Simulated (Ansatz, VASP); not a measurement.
This is a calculation of V for Ansatz 0.2.0.

Contents of input.yaml:

```yaml
crystal:
  lattice:
    - [2.6042941027, 0.0, 0.0]
    - [-1.3021470513, 2.2553848518, 0.0]
    - [0.0, 0.0, 4.723336]
  atoms:
    - { symbol: V, position: [0.33739, 0.668062, 0.248282], spin: 2.0 }
    - { symbol: V, position: [0.664085, 0.335285, 0.742318], spin: 2.0 }
hamiltonian:
  xc: pbe
  pseudopotentials: { kind: paw }
magnetization:
  spin_polarized: true
kpoints:
  mp_grid: { grid: [12, 12, 6] }
scf:
  occupations: { method: fermi_dirac, width: 0.05 }
output:
  forces: true
  stress: true
  eigenvalues: true
```

Potentials or basis: Ansatz PAW.

Command:

```console
$ ansatz run input.yaml --threads 2 --pin off --max-ram 5120MiB --backend cpu --events-out ev --progress --plain --runs-dir out
```

**Question.** Set up the same calculation for VASP 6.6.1. Potentials there: VASP PAW PBE potentials, release 64 (V_sv).

**Answer.** As run (the cutoff follows the program's own potentials):

The input INCAR:

```
SYSTEM = V
  PREC = Accurate
  ENCUT = 520
  EDIFF = 1E-7
  ISMEAR = -1
  SIGMA = 0.05
  LREAL = .FALSE.
  LASPH = .TRUE.
  NELM = 150
  ALGO = Normal
  ISIF = 2
  LWAVE = .FALSE.
  LCHARG = .FALSE.
  ISPIN = 2
  MAGMOM = 2 2
  LORBIT = 11
  LMAXMIX = 4
  GGA = PE
  NBANDS = 24
```

KPOINTS

```
Automatic mesh
0
G
  12 12 6
  0 0 0
```

POSCAR

```
V
1.0
    2.6042941027      0.0000000000      0.0000000000
   -1.3021470513      2.2553848518      0.0000000000
    0.0000000000      0.0000000000      4.7233360000
V
2
Direct
    0.3373900000      0.6680620000      0.2482820000
    0.6640850000      0.3352850000      0.7423180000
```

Potentials or basis: VASP PAW PBE potentials, release 64 (V_sv).

The run is started by

```console
$ cat potpaw_PBE.64/V_sv/POTCAR > POTCAR
$ mpirun -np 1 vasp_std > vasp.out
```

Both were run:

|  | VASP | Ansatz | Ansatz less VASP |
| --- | --- | --- | --- |
| gap on the k mesh at the Fermi level (eV) | none | none | - |
| pressure (GPa) | -0.3 | -0.5 | -0.21 |
| largest component of the traceless stress (GPa) | 0.72 | 0.71 | -0.016 |
| rms of the force components (eV/Å) | 0.157 | 0.156 | -0.0009 |
| net moment per atom (μB) | 0.00 | 0.00 | 0.000 |

Atom by atom the forces differ by 0.001 eV/Å (rms over components). A gap of «none» marks a metal or a gap that the smearing closes. The functional is the same, so the differences come from potentials, cutoffs and numerics.

Caveats: the starting moments weren't kept (Ansatz).
